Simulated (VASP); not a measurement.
Input of a VASP 6.6.1 run:

POSCAR

```
MgB2
1.0
    3.0850000000      0.0000000000      0.0000000000
   -1.5425000000      2.6716883707      0.0000000000
    0.0000000000      0.0000000000      3.5230000000
Mg B
1 2
Direct
    0.0000000000      0.0000000000      0.0000000000
    0.6666666667      0.3333333333      0.5000000000
    0.3333333333      0.6666666667      0.5000000000
```

The input INCAR.step1:

```
SYSTEM = MgB2
PREC = Accurate
ENCUT = 600
EDIFF = 1E-8
ISMEAR = 0
SIGMA = 0.02
LREAL = .FALSE.
LASPH = .TRUE.
NELM = 80
ALGO = Fast
ISIF = 3
LWAVE = .FALSE.
LCHARG = .FALSE.
GGA = CA
IBRION = 2
NSW = 40
EDIFFG = -0.002
```

File INCAR.step2:

```
SYSTEM = MgB2
PREC = Accurate
ENCUT = 600
EDIFF = 1E-8
ISMEAR = 0
SIGMA = 0.02
LREAL = .FALSE.
LASPH = .TRUE.
NELM = 80
ALGO = Fast
ISIF = 2
LWAVE = .FALSE.
LCHARG = .FALSE.
GGA = CA
IBRION = 8
NSW = 1
```

The input KPOINTS:

```
Automatic mesh
0
G
  7 7 6
  0 0 0
```

Potentials or basis: VASP PAW LDA potentials, release 64 (Mg, B).

The run is started by

```sh
$ cat potpaw_LDA.64/Mg/POTCAR potpaw_LDA.64/B/POTCAR > POTCAR
$ cp INCAR.step1 INCAR
$ mpirun -np 1 vasp_std > vasp.out
$ cp CONTCAR POSCAR
$ cp INCAR.step2 INCAR
$ mpirun -np 1 vasp_std > vasp.out
```

Task: Estimate the highest phonon frequency at Γ, LO-TO splitting left out.

Result: 781 cm⁻¹.

Task: Estimate the relaxed volume.

Result: 9.16 Å³/atom.

Task: Predict the space group after relaxing (to 0.05 Å).

Result: P6/mmm (No. 191).

Final structure:
```
Mg B
1.0
     3.02639    0.00000    0.00000
    -1.51319    2.62093    0.00000
     0.00000    0.00000    3.46593
Mg B
1 2
Direct
  0.00000 0.00000 0.00000
  0.66667 0.33333 0.50000
  0.33333 0.66667 0.50000
```
